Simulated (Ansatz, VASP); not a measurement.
GaN: VASP beside Ansatz

```
Ga N
1.0
     0.00000    2.22760    2.22760
     2.22760    0.00000    2.22760
     2.22760    2.22760    0.00000
Ga N
1 1
Direct
  0.00000 0.00000 0.00000
  0.25000 0.25000 0.25000
```

The cell was built by a generator and needn't be a form met in nature.

Alike in both runs: functional LDA; k mesh 10 × 10 × 10; occupations gaussian, width 0.02 eV; no spin polarisation.

Ansatz relaxed the structure, and its values are those at the end. VASP's run is a single point on that final structure, the one shown.

```csv
,VASP,Ansatz
version,VASP 6.6.1,Ansatz 0.2.0
potentials or method,"VASP PAW LDA potentials, release 64 (Ga_d, N)","scalar-relativistic, plane waves, PAW"
plane-wave cutoff (eV),520,420
valence electrons in the cell,18,18
```

```csv
,VASP,Ansatz,Ansatz less VASP
gap on the k mesh at the Fermi level (eV),1.97,1.96,-0.012
least direct gap on the mesh (eV),1.97,1.96,-0.012
pressure (GPa),1.1,0.0,-1.15
```

Ansatz warned: «pseudo_functional_mismatch».

As with any semilocal functional, this LDA gap is likely too small.
